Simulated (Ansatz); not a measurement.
# Blue phosphorene bilayer (AA') in a perpendicular field

What dipole does a perpendicular field induce in the blue phosphorene bilayer (AA'), and does the gap follow? A positive field points along +c.

Calculated with Ansatz 0.2.0; plane-wave DFT, PBE-D3(BJ), Ansatz PAW.

## (1) Starting point

The cell holds 4 atoms: 4 P. Cell: a = 3.280 Å, b = 3.280 Å, c = 42.380 Å, α = 90.0°, β = 90.0°, γ = 120.0°. Regions: layer 1: blue phosphorene, 2 atoms (2 P); layer 2: blue phosphorene, 2 atoms (2 P). Vacuum lies along c.

## (2) Relaxing the slab

The starting cell is a guess, so the in-plane lattice and the atoms are relaxed first, with the slab cut off from its images along the normal.

Contents of input.yaml:

```yaml
crystal:
  lattice:
    - [3.28, 0.0, 0.0]
    - [-1.64, 2.8405633244, 0.0]
    - [0.0, 0.0, 42.3799999985]
  atoms:
    - { symbol: P, position: [0.6666666667, 0.3333333333, 0.4329872582] }
    - { symbol: P, position: [0.3333333333, 0.6666666667, 0.4622463426] }
    - { symbol: P, position: [0.3333333333, 0.6666666667, 0.5377536574] }
    - { symbol: P, position: [0.6666666667, 0.3333333333, 0.5670127418] }
  periodic: [true, true, false]
kpoints:
  mp_grid: { grid: [12, 12, 1] }
hamiltonian:
  xc: pbe
  dispersion: d3bj
scf:
  occupations: { method: fermi_dirac, width: 0.05 }
  convergence: { dr2_threshold: 1.0e-09 }
relax:
  f_tol: 0.004
  max_steps: 90
  cell: {}
output:
  write_potential: true
  write_density: true
  volumetric_format: npy
```

Command:

```bash
> ansatz run input.yaml --threads 2 --pin off --max-ram 3072MiB --backend cpu --events-out ev --progress --plain --runs-dir out
```

Numbers of over 12 decimals in the logs are rounded to 6 here.

Log:

```text
Warning: relax.cell: scf.convergence.dr2_threshold = 1e-9 eV is looser than the 1.62692628179e-10 eV advised for a relaxation that steers and ends on the stress (1e-10 eV for each atom of the cell: 4, times the square of relax.cell.stress_2d_tol = 0.05 N/m over 15.7 Å (the atoms' height at the walk's start and 5 Å past either face), 3.189e-2 GPa, over a crystal's default 0.05). What an SCF threshold leaves in a stress goes as its square root, and in the free energy as the threshold itself, and one threshold admits the most on a small cell: [figures from the program's tests cut] Set scf.convergence.dr2_threshold to 1.62692628179e-10 eV or tighter. [rest of the remark cut]
Engine: ansatz 0.2.0, aarch64-unknown-linux-gnu
Pseudopotentials: kind: paw
Pseudopotential: P, paw, valence charge 5, recommended cutoff 420 eV (normal), P.paw.azcp
Functional definition: PBE
  parameter kappa = 0.804
  parameter beta = 0.066725
  exchange = pbe_x(kappa = kappa, mu = beta*pi^2/3)
  correlation = pbe_c(beta = beta)
Crystal: 4 atoms, lattice volume = 394.856 Å³
Basis set: ecut = 420 eV, 7881 PW (Γ), exchange–correlation on 48×48×576 points (8 copies of the dense FFT grid, shifted against one another)
Bands: 14, of which v1, the nominal top of the filled ones, is band 10 counted from 1 (9 counted from 0)
Symmetry: 12 space group operations
Space group: P-6m2 (ITA 187), of the structure as read, at distance tolerance 7.3e-5 Å
k-points: 19 of 144 (time reversal used)
Non-local potential: P, projectors of the file, l = 0: 2, l = 1: 2, l = 2: 2
PAW form: soft (Blöchl's): semilocal exchange-correlation on the pseudo side does not see the compensation charge
PAW one-centre angular grid: P, 110 points (default); XC on 64 Gauss nodes
Initial density: superposition of atomic densities (neutral atoms: chi_scale 0, normalization atom), corrected by the library's trained network
Initial wavefunctions: pseudopotential atomic-orbital guess
Functional: x = pbe(κ = 0.804, μ = 0.219515), c = pbe(β = 0.066725)
SCF iter   1: F=—  HF=-3023.463046 eV  |F-HF|=—  |Δ(HF+E_count)|=         —  Δρ=1.33e-3  dr2=5.68e-2  ethr=1.77e-3  ⟨swp⟩=13.1  Hψ=2867  notcnv=0
preconditioner: auto → Resta (q_TF=auto, 1.660 Å⁻¹)  ε∞=1.9  [insulator: Δε(μ)=0.741 eV  Ē_g=8.738 eV  σ=0.050 eV  W_gap=1.00  n_scr=22 (ndim 8)  ℏωp=8.4 eV  f_vac=0.760  D(μ)=0.00/eV (n_scr^D=0)  ε∞_Penn≈1.9  vacuum switching on, ρ_ref=5.5e-3 e/Å³]
SCF iter   2: F=—  HF=-3023.463431 eV  |F-HF|=—  |Δ(HF+E_count)|=   3.85e-4  Δρ=1.69e-3  dr2=5.72e-2  ethr=2.84e-4  ⟨swp⟩=4.3  Hψ=724  notcnv=0
SCF iter   3: F=—  HF=-3023.456243 eV  |F-HF|=—  |Δ(HF+E_count)|=   7.19e-3  Δρ=5.70e-4  dr2=2.73e-3  ethr=2.84e-4  ⟨swp⟩=2.6  Hψ=455  notcnv=0
SCF iter   4: F=—  HF=-3023.456460 eV  |F-HF|=—  |Δ(HF+E_count)|=   2.17e-4  Δρ=1.56e-4  dr2=9.97e-5  ethr=1.36e-5  ⟨swp⟩=3.2  Hψ=575  notcnv=0
SCF iter   5: F=—  HF=-3023.456515 eV  |F-HF|=—  |Δ(HF+E_count)|=   5.41e-5  Δρ=3.82e-5  dr2=8.85e-6  ethr=4.99e-7  ⟨swp⟩=2.9  Hψ=544  notcnv=0
SCF iter   6: F=—  HF=-3023.456516 eV  |F-HF|=—  |Δ(HF+E_count)|=   1.56e-6  Δρ=8.59e-6  dr2=2.28e-7  ethr=4.42e-8  ⟨swp⟩=3.2  Hψ=597  notcnv=0
SCF iter   7: F=—  HF=-3023.456527 eV  |F-HF|=—  |Δ(HF+E_count)|=   1.07e-5  Δρ=1.39e-6  dr2=9.06e-9  ethr=1.14e-9  ⟨swp⟩=3.1  Hψ=573  notcnv=0
SCF iter   8: F=-3023.456527 eV  HF=-3023.456527 eV  |F-HF|=8.37e-10  |Δ(HF+E_count)|=   2.69e-8  Δρ=3.19e-7  dr2=4.07e-10  ethr=5.00e-12  ⟨swp⟩=12.7  Hψ=2398  notcnv=0
SCF 1 converged in 8 iterations: F = -3023.456527 eV  dr2 = 4.07e-10
  greatest PAW one-centre occupation: 0.821 electrons in one spin orbital (limit 2), on the P atom at site 2 (counted from 0), in its partial waves of l = 0
relax step   1: F+E_penalty+E_count = -3023.45652683 eV  Δ(F+E_penalty+E_count) = +0.000e0 eV  max|allowed force component| = 4.383e-1 eV/Å  Δτ_max = 0.0000 Å  P = -1.377 N/m  Ω = 394.856 Å³  fix = [c, alpha, beta]  reactions: c -0.000 N/m  (8 SCF iters, accepted)
Crystal: 4 atoms, lattice volume = 392.515 Å³
Basis set: ecut = 420 eV, 7797 PW (Γ), exchange–correlation on 48×48×576 points (8 copies of the dense FFT grid, shifted against one another)
Initial density: handed on by an earlier stage of this run
Initial wavefunctions: those handed on with the density
iter 1 solved again at ethr=4.97e-4 eV; its pass at ethr=3.10e-3 eV (dr2=9.93e-2 eV) is discarded
SCF iter   1: F=—  HF=-3023.580025 eV  |F-HF|=—  |Δ(HF+E_count)|=         —  Δρ=6.90e-3  dr2=9.98e-2  ethr=4.97e-4  ⟨swp⟩=1.8  Hψ=3283  notcnv=0
preconditioner: auto → Resta (q_TF=auto, 1.661 Å⁻¹)  ε∞=1.9  [insulator: Δε(μ)=1.211 eV  Ē_g=8.791 eV  σ=0.050 eV  W_gap=1.00  n_scr=22 (ndim 8)  ℏωp=8.4 eV  f_vac=0.745  D(μ)=0.00/eV (n_scr^D=0)  ε∞_Penn≈1.9  vacuum switching on, ρ_ref=5.6e-3 e/Å³]
SCF iter   2: F=—  HF=-3023.577033 eV  |F-HF|=—  |Δ(HF+E_count)|=   2.99e-3  Δρ=3.47e-3  dr2=3.08e-2  ethr=4.97e-4  ⟨swp⟩=2.6  Hψ=418  notcnv=0
SCF iter   3: F=—  HF=-3023.585668 eV  |F-HF|=—  |Δ(HF+E_count)|=   8.63e-3  Δρ=1.79e-3  dr2=6.53e-2  ethr=1.54e-4  ⟨swp⟩=3.5  Hψ=614  notcnv=0
SCF iter   4: F=—  HF=-3023.577902 eV  |F-HF|=—  |Δ(HF+E_count)|=   7.77e-3  Δρ=2.55e-4  dr2=4.64e-4  ethr=1.54e-4  ⟨swp⟩=2.9  Hψ=473  notcnv=0
SCF iter   5: F=—  HF=-3023.577954 eV  |F-HF|=—  |Δ(HF+E_count)|=   5.26e-5  Δρ=6.40e-5  dr2=1.32e-4  ethr=2.32e-6  ⟨swp⟩=3.1  Hψ=583  notcnv=0
SCF iter   6: F=—  HF=-3023.577938 eV  |F-HF|=—  |Δ(HF+E_count)|=   1.67e-5  Δρ=2.55e-5  dr2=1.76e-5  ethr=6.60e-7  ⟨swp⟩=2.2  Hψ=384  notcnv=0
SCF iter   7: F=—  HF=-3023.577939 eV  |F-HF|=—  |Δ(HF+E_count)|=   1.52e-6  Δρ=3.98e-6  dr2=7.54e-8  ethr=8.81e-8  ⟨swp⟩=3.1  Hψ=527  notcnv=0
SCF iter   8: F=—  HF=-3023.577946 eV  |F-HF|=—  |Δ(HF+E_count)|=   7.15e-6  Δρ=1.37e-6  dr2=2.57e-8  ethr=3.77e-10  ⟨swp⟩=3.3  Hψ=636  notcnv=0
SCF iter   9: F=—  HF=-3023.577946 eV  |F-HF|=—  |Δ(HF+E_count)|=   3.56e-9  Δρ=3.43e-7  dr2=1.01e-9  ethr=1.28e-10  ⟨swp⟩=2.5  Hψ=479  notcnv=0
SCF iter  10: F=-3023.577946 eV  HF=-3023.577946 eV  |F-HF|=3.82e-11  |Δ(HF+E_count)|=  7.82e-11  Δρ=6.53e-8  dr2=2.10e-11  ethr=5.00e-12  ⟨swp⟩=11.3  Hψ=2149  notcnv=0
SCF 2 converged in 10 iterations: F = -3023.577946 eV  dr2 = 2.10e-11
  greatest PAW one-centre occupation: 0.819 electrons in one spin orbital (limit 2), on the P atom at site 2 (counted from 0), in its partial waves of l = 0
[...]
SCF iter   6: F=—  HF=-3023.562146 eV  |F-HF|=—  |Δ(HF+E_count)|=   6.31e-6  Δρ=1.41e-5  dr2=1.49e-6  ethr=8.28e-8  ⟨swp⟩=3.1  Hψ=598  notcnv=0
SCF iter   7: F=—  HF=-3023.562155 eV  |F-HF|=—  |Δ(HF+E_count)|=   8.88e-6  Δρ=2.91e-6  dr2=4.04e-8  ethr=7.45e-9  ⟨swp⟩=2.8  Hψ=492  notcnv=0
SCF iter   8: F=—  HF=-3023.562155 eV  |F-HF|=—  |Δ(HF+E_count)|=   2.61e-8  Δρ=6.57e-7  dr2=2.30e-9  ethr=2.02e-10  ⟨swp⟩=3.5  Hψ=614  notcnv=0
SCF iter   9: F=-3023.562155 eV  HF=-3023.562155 eV  |F-HF|=5.05e-11  |Δ(HF+E_count)|=  8.11e-10  Δρ=1.37e-7  dr2=1.08e-10  ethr=5.00e-12  ⟨swp⟩=11.7  Hψ=2192  notcnv=0
SCF 3 converged in 9 iterations: F = -3023.562155 eV  dr2 = 1.08e-10
  greatest PAW one-centre occupation: 0.820 electrons in one spin orbital (limit 2), on the P atom at site 2 (counted from 0), in its partial waves of l = 0
relax step   3: F+E_penalty+E_count = -3023.56215493 eV  Δ(F+E_penalty+E_count) = +1.579e-2 eV  max|allowed force component| = 6.610e-1 eV/Å  Δτ_max = 0.1594 Å  P = +1.263 N/m  Ω = 379.193 Å³  energy of the carried Pulay correction = +4.210e-4 eV  fix = [c, alpha, beta]  (9 SCF iters, rejected (line search))
[...]
relax step   4: F+E_penalty+E_count = -3023.59454397 eV  Δ(F+E_penalty+E_count) = -1.660e-2 eV  max|allowed force component| = 1.061e-1 eV/Å  Δτ_max = 0.0779 Å  P = -0.232 N/m  Ω = 388.386 Å³  energy of the carried Pulay correction = +1.719e-4 eV  fix = [c, alpha, beta]  reactions: c -0.000 N/m  (8 SCF iters, accepted)
[...]
relax step   5: F+E_penalty+E_count = -3023.59996936 eV  Δ(F+E_penalty+E_count) = -5.425e-3 eV  max|allowed force component| = 1.312e-2 eV/Å  Δτ_max = 0.0791 Å  P = -0.050 N/m  Ω = 387.963 Å³  energy of the carried Pulay correction = +1.832e-4 eV  fix = [c, alpha, beta]  reactions: c -0.000 N/m  (9 SCF iters, accepted)
[...]
relax step   6: F+E_penalty+E_count = -3023.60015502 eV  Δ(F+E_penalty+E_count) = -1.857e-4 eV  max|allowed force component| = 7.537e-3 eV/Å  Δτ_max = 0.0175 Å  P = +0.089 N/m  Ω = 387.263 Å³  energy of the carried Pulay correction = +2.020e-4 eV  fix = [c, alpha, beta]  reactions: c +0.000 N/m  (7 SCF iters, accepted)
[...]
relax step   7: F+E_penalty+E_count = -3023.60017892 eV  Δ(F+E_penalty+E_count) = -2.390e-5 eV  max|allowed force component| = 1.494e-3 eV/Å  Δτ_max = 0.0029 Å  P = -0.016 N/m  Ω = 387.766 Å³  energy of the carried Pulay correction = +1.885e-4 eV  fix = [c, alpha, beta]  reactions: c -0.000 N/m  (7 SCF iters, accepted)
Initial wavefunctions: pseudopotential atomic-orbital guess (no wavefunctions were taken with the density)
iter 1 solved again at ethr=7.18e-7 eV; its pass at ethr=3.10e-3 eV (dr2=1.44e-4 eV) is discarded
SCF iter   1: F=—  HF=-3023.600011 eV  |F-HF|=—  |Δ(HF+E_count)|=         —  Δρ=5.84e-6  dr2=1.36e-8  ethr=7.18e-7  ⟨swp⟩=5.3  Hψ=4249  notcnv=0
eigensolver tolerance schedule: the retry pair's looser diagonalisation over-reported the residual by 10583.16 of it (diagonalisation noise at an unbounded share of the residual, at the tolerance the schedule requests for it); recorded, not acted on — ethr = c·dr2/N_el stays at c = 1.0e-1
preconditioner: auto → Resta (q_TF=auto, 1.665 Å⁻¹)  ε∞=1.9  [insulator: Δε(μ)=1.522 eV  Ē_g=8.817 eV  σ=0.050 eV  W_gap=1.00  n_scr=22 (ndim 8)  ℏωp=8.4 eV  f_vac=0.739  D(μ)=0.00/eV (n_scr^D=0)  ε∞_Penn≈1.9  vacuum switching on, ρ_ref=5.6e-3 e/Å³]
SCF iter   2: F=—  HF=-3023.600022 eV  |F-HF|=—  |Δ(HF+E_count)|=   1.13e-5  Δρ=3.00e-6  dr2=3.65e-9  ethr=6.78e-11  ⟨swp⟩=5.6  Hψ=1047  notcnv=0
SCF iter   3: F=—  HF=-3023.600022 eV  |F-HF|=—  |Δ(HF+E_count)|=   3.36e-8  Δρ=7.94e-7  dr2=2.41e-9  ethr=5.00e-12  ⟨swp⟩=15.3  Hψ=2615  notcnv=0
SCF iter   4: F=—  HF=-3023.600022 eV  |F-HF|=—  |Δ(HF+E_count)|=   2.12e-9  Δρ=2.97e-7  dr2=1.80e-9  ethr=1.21e-11  ⟨swp⟩=2.2  Hψ=371  notcnv=0
SCF iter   5: F=-3023.600022 eV  HF=-3023.600022 eV  |F-HF|=1.58e-10  |Δ(HF+E_count)|=  8.82e-11  Δρ=1.23e-7  dr2=2.26e-10  ethr=5.00e-12  ⟨swp⟩=7.9  Hψ=1844  notcnv=0
SCF 8 converged in 5 iterations: F = -3023.600022 eV  dr2 = 2.26e-10
relax step   8: F+E_penalty+E_count = -3023.60002202 eV  Δ(F+E_penalty+E_count) = +1.569e-4 eV  max|allowed force component| = 1.543e-3 eV/Å  Δτ_max = 0.0000 Å  P = -0.022 N/m  Ω = 387.766 Å³  fix = [c, alpha, beta]  reactions: c -0.000 N/m  stress off target by 2.20e-2 N/m on what of the cell is left free  SCF on the basis re-selected at this cell (its energy is not comparable with the rows above)  (5 SCF iters)
basis re-selected at this cell: Δ(F+E_penalty+E_count) = +1.569e-4 eV, ΔP = -0.006 N/m vs the last step (what re-selecting the basis moved, of the pressure what is left beyond the Pulay correction that the steps carried, after the strain that the cell walked since its last selection, with what the two solves' SCF thresholds leave and, on support functions, any second-order correction that the steps lacked; it is no m [...]
WARN: The output density's exchange-correlation potential varies sharply where the density is thin. Do not read a vacuum level from v_tot or v_xc, or from such a field of the output density. On a cell that repeats whose density bears no net charge and no dipole along the vacuum's axis use v_es (v_loc + v_h of the components); under efield.dipole_correction with no amplitude use v_es + v_field, which holds any externa [...]
SCF converged after 5 iterations
Free energy (F): -3023.600022 eV
Harris-Foulkes:  -3023.600022 eV  (|F-HF|=1.58e-10)
Internal energy: -3023.600022 eV  (E = F + TS)
E sigma→0 (E₀):  -3023.600022 eV
Entropy (-TS):   -0.000000 eV (-0.000 meV/atom)
Fermi energy:    -5.093338 eV
--- Per-component energies (eV) ---
  E_band       = -228.135648
  E_kinetic    = 278.726860
  E_local      = -29977.321782  (includes V_loc(G=0)·N_el)
  E_nonlocal   = 136.111422
  E_hartree    = 14802.618032
  E_xc         = -244.264356
  E_vxc        = -240.707618  (∫ρ·V_xc dr)
  E_paw        = -2277.387548  (= ΣΔE_a)
  E_vpaw       = -30.179618  (= ΣTr[D̂ρ^β])
  E_aug_tail   = 0.000013  (compensation charges beyond the density's cutoff)
  E_ewald      = 14258.908364
  E_disp       = -0.991028  (pairwise vdW)
  E_smearing   = -0.000000  (= −TS)
  E_closure    = -0.000000  (closes the sum)
  Σ components = -3023.600022   (vs F -3023.600022, Δ=0.00e0)
--- Forces (eV/Å), atoms counted from 1 ---
  atom   1  P      0.00000000    -0.00000000    -0.00154328
  atom   2  P      0.00000000     0.00000000     0.00102735
  atom   3  P      0.00000000     0.00000000    -0.00102735
  atom   4  P      0.00000000    -0.00000000     0.00154328
  max |Σ_I F_I| component: 1.48e-16 eV/Å
--- 2D stress c σ (N/m, compression-positive) ---
       -0.022023      -0.000000       0.000000
        0.000000      -0.022023       0.000000
        0.000000       0.000000       0.000000
  P = ½ c Tr σ = -0.0220 N/m
--- Band table (eV; the first three rows and the last of 19) ---
  k-point 0: bands = [... 6 lower, -6.2054, -6.1952, -6.1952, -6.1744, -2.1870, -2.1870, -2.1783, -2.1574]
  k-point 1: bands = [... 6 lower, -7.0137, -6.4637, -6.4530, -6.1126, -2.5016, -2.4552, -1.8624, -1.8284]
  k-point 2: bands = [... 6 lower, -7.0180, -7.0066, -6.8242, -5.9697, -3.2116, -3.1276, -1.2227, -1.1697]
  k-point 18: bands = [... 6 lower, -8.1776, -7.9569, -7.8867, -7.6976, -4.2252, -3.9233, -1.0335, -0.9544]
  the weakly bound empty levels are not read free of the cell's end (no_gap_told)
--- Relaxed structure (7 steps of the walk, 6 accepted, 1 SCFs on fresh bases) ---
  F+E_penalty+E_count = -3023.60002202 eV   max|allowed force component| = 1.543e-3 eV/Å   (the final SCF, on the basis selected at the relaxed cell)
  cell:  # Å, volume = 387.7663 Å³
    - [3.250418, 0, 0.0]
    - [-1.625209, 2.814945, 0.0]
    - [0.0, 0.0, 42.3799999985]
  atoms:
    - { symbol: P, position: [0.666667, 0.333333, 0.424344] }
    - { symbol: P, position: [0.333333, 0.666667, 0.453750] }
    - { symbol: P, position: [0.333333, 0.666667, 0.546250] }
    - { symbol: P, position: [0.666667, 0.333333, 0.575656] }
```

Run time: 69 s. Hardware: 2 threads of Arm Neoverse N1, shared host; peak memory 0.51 GiB; 2.3 min of CPU time.

Relaxation path:

```csv
step,energy less that of the first step (eV),largest force component (eV/Å),volume (Å³)
1,0.0000,0.4383,394.86
2,-0.1214,0.1010,392.51
3,-0.1056,0.6610,379.19
4,-0.1380,0.1061,388.39
5,-0.1434,0.0131,387.96
6,-0.1436,0.0075,387.26
7,-0.1437,0.0015,387.77
8*,-0.1435,0.0015,387.77
```

Relaxation steps marked * repeat the geometry before them on a plane-wave basis chosen anew for their cell, so energy and pressure can jump there. Relaxation step 3 was tried and not accepted.

Forces are held to the 12 operations that the run works with; a distortion that breaks them can't arise in this run.

| cell as run | before | after | change |
| --- | --- | --- | --- |
| a (Å) | 3.280 | 3.250 | -0.9 % |
| b (Å) | 3.280 | 3.250 | -0.9 % |

The atoms that moved most (Å, along periodic axes as changes of fractional coordinates times the final cell, across vacuum about the mean position):

```
atom     dx     dy      dz  length
  P4  0.000  0.000   0.366   0.366
  P1  0.000  0.000  -0.366   0.366
  P2  0.000  0.000  -0.360   0.360
  P3  0.000  0.000   0.360   0.360
```

Final coordinates:

```cif
data_structure
_symmetry_space_group_name_H-M 'P 1'
_symmetry_Int_Tables_number 1
_cell_length_a 3.2504
_cell_length_b 3.2504
_cell_length_c 42.3800
_cell_angle_alpha 90.000
_cell_angle_beta 90.000
_cell_angle_gamma 120.000
_cell_volume 387.77
loop_
_atom_site_label
_atom_site_type_symbol
_atom_site_fract_x
_atom_site_fract_y
_atom_site_fract_z
_atom_site_occupancy
P1 P 0.66667 0.33333 0.42434 1
P2 P 0.33333 0.66667 0.45375 1
P3 P 0.33333 0.66667 0.54625 1
P4 P 0.66667 0.33333 0.57566 1
```

The lattice constant a goes from 3.280 to 3.250 Å.

[end of part 1 of 2]

[Logs are printed without paths, hosts, clocks, repeated set-up lines and the standing remarks that a program may print on its own settings, such as how far it seeks lower states.]

[Hosts, paths, dates, database ids (printed as entryN), source tags and the programs' standing remarks are cut or masked in the printed files.]

[Maps of the electrostatic potential energy from Ansatz leave out the sawtooth potential of an applied field or a dipole correction, so their vacuum need not be flat; planar profiles and work functions include it.]
